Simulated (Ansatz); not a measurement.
**HfO2: one atom moved over a plane**

Aim: for HfO2, map the energy of atom 1 (Hf) over a plane.

Program: Ansatz 0.2.0. Level of theory: DFT PBE, scalar-relativistic, plane waves, PAW. These are calculated values, not measurements.

### Step 1. The starting structure

It takes space group Fm-3m (No. 225, cubic). The conventional cell has a = 5.115 Å, b = 5.115 Å, c = 5.115 Å, α = 90.00°, β = 90.00°, γ = 90.00°. Hf (site symmetry m-3m) is surrounded by 8 O at 2.21 Å. O (site symmetry -43m) has 4 Hf at 2.21 Å as nearest neighbours.

Structure file:

```
CELL_PARAMETERS angstrom
0.00000 2.55750 2.55750
2.55750 0.00000 2.55750
2.55750 2.55750 0.00000
ATOMIC_POSITIONS crystal
Hf 0.00000 0.00000 0.00000
O 0.25000 0.25000 0.25000
O 0.75000 0.75000 0.75000
```

The cell is taken as given, not relaxed at this level.

### Step 2. The reference cell

The reference gives a free energy of -16861.4074 eV, pressure -2.46 GPa, largest force 0.000 eV/Å and gap on the mesh 3.72 eV. It was computed beforehand with the settings of the runs below.

### Step 3. The scan: one atom moved over a plane

Atom 1 (Hf) is moved by p along (1.000, 0.000, 0.000) and q along (0.000, 1.000, 0.000) (Å), all else fixed; its images in the other cells move with it. Points alike by symmetry are run once.

### Step 4. p = -0.600, q = -0.600

The input, input.yaml:

```yaml
crystal:
  lattice:
    - [0.0, 2.5575, 2.5575]
    - [2.5575, 0.0, 2.5575]
    - [2.5575, 2.5575, 0.0]
  atoms:
    - { symbol: Hf, position: [0.0, 0.0, -0.2346041056] }
    - { symbol: O, position: [0.25, 0.25, 0.25] }
    - { symbol: O, position: [0.75, 0.75, 0.75] }
basis:
  ecutwfc: 420
kpoints:
  mp_grid: { grid: [8, 8, 8] }
hamiltonian:
  xc: pbe
scf:
  occupations: { method: gaussian, width: 0.05 }
output:
  forces: true
  stress: true
  eigenvalues: true
```

### Step 5. At p = -0.600, q = 0.000

Changes to input.yaml since step 4:

```diff
@@ -6,3 +6,3 @@
   atoms:
-    - { symbol: Hf, position: [0.0, 0.0, -0.2346041056] }
+    - { symbol: Hf, position: [0.1173020528, -0.1173020528, -0.1173020528] }
     - { symbol: O, position: [0.25, 0.25, 0.25] }
```

### Step 6. Point p = -0.600, q = -0.300

Changes to input.yaml since step 5:

```diff
@@ -6,3 +6,3 @@
   atoms:
-    - { symbol: Hf, position: [0.1173020528, -0.1173020528, -0.1173020528] }
+    - { symbol: Hf, position: [0.0586510264, -0.0586510264, -0.1759530792] }
     - { symbol: O, position: [0.25, 0.25, 0.25] }
```

### Step 7. p = -0.300, q = 0.000

Changes to input.yaml since step 6:

```diff
@@ -6,3 +6,3 @@
   atoms:
-    - { symbol: Hf, position: [0.0586510264, -0.0586510264, -0.1759530792] }
+    - { symbol: Hf, position: [0.0586510264, -0.0586510264, -0.0586510264] }
     - { symbol: O, position: [0.25, 0.25, 0.25] }
```

### Step 8. Point p = -0.300, q = -0.300

Changes to input.yaml since step 7:

```diff
@@ -6,3 +6,3 @@
   atoms:
-    - { symbol: Hf, position: [0.0586510264, -0.0586510264, -0.0586510264] }
+    - { symbol: Hf, position: [0.0, 0.0, -0.1173020528] }
     - { symbol: O, position: [0.25, 0.25, 0.25] }
```

(Steps that only read results are left out.)

What does the calculation give? Wanted: highest point; lowest point away from the origin.

**Answer**, as computed:

```
                         quantity                                       value
                    highest point  6.011 eV/cell at (p, q) = (-0.600, -0.600)
lowest point away from the origin            0.261 eV/cell at (-0.300, 0.000)
```

What this shows: The undisturbed cell is the lowest computed point. Read as harmonic, the points at ±0.300 Å give force constants of 5.81 eV/Å² along p and 5.81 eV/Å² along q, so the site is nearly isotropic in this plane. The gap on the mesh runs from 2.89 to 3.72 eV over the map. These runs have no spin-orbit coupling; with Hf it would split and shift bands. Where forces pass 15 eV/Å atoms stand far too close, the PAW spheres overlap strongly and those numbers are rough.

The gaps are Kohn-Sham values of a semilocal functional, not quasiparticle or optical gaps. Such gaps usually fall short of the measured ones.
